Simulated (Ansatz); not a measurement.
Sc:

```
Sc
1.0
     3.20196    0.00000    0.00000
     1.50211    2.84414    0.00000
     1.54899    0.92645    2.67418
Sc
1
Direct
  0.00000 0.00000 0.00000
```

This isn't the form of Sc at room conditions, which is hcp.

- Program: Ansatz 0.2.0
- Task: relaxation of cell and atoms
- Functional: r2SCAN
- Potentials or basis: Ansatz PAW
- Cutoff: 500 eV (not typed: the program's choice for these potentials)
- k mesh: 10 × 10 × 10
- Occupations: fermi-dirac, width 0.05 eV
- Spin: no spin polarisation

At the start: volume 24.35 Å³/atom.

Question: How do energy, volume and symmetry change on relaxing?

Answer: It ends after 7 steps and the volume is 25.12 Å³/atom (+3.2 %); space group Fm-3m (No. 225, to 0.05 Å).

The path:
| step | energy change (eV) | largest force (eV/Å) | volume (Å³) |
| --- | --- | --- | --- |
| 1 | 0.0000 | 0.0000 | 24.35 |
| 2 | -0.0065 | 0.0000 | 25.24 |
| 3 | -0.0072 | 0.0000 | 25.16 |
| 4 | -0.0074 | 0.0000 | 25.12 |
| 5 | -0.0074 | 0.0000 | 25.12 |
| 6 | -0.0074 | 0.0000 | 25.12 |
| 7 | -0.0079 | 0.0000 | 25.12 |

Final structure:
```
Sc
1.0
     3.28573    0.05574    0.01431
     1.59091    2.87541    0.01946
     1.61760    0.96706    2.69554
Sc
1
Direct
  0.00000 0.00000 0.00000
```

Caveat: the plane-wave basis is chosen anew once the cell has moved, so the energies of steps on either side of that aren't comparable; the PAW data sets come from PBE, with cores solved anew for the run's functional, which leaves a small shift of forces and pressure.
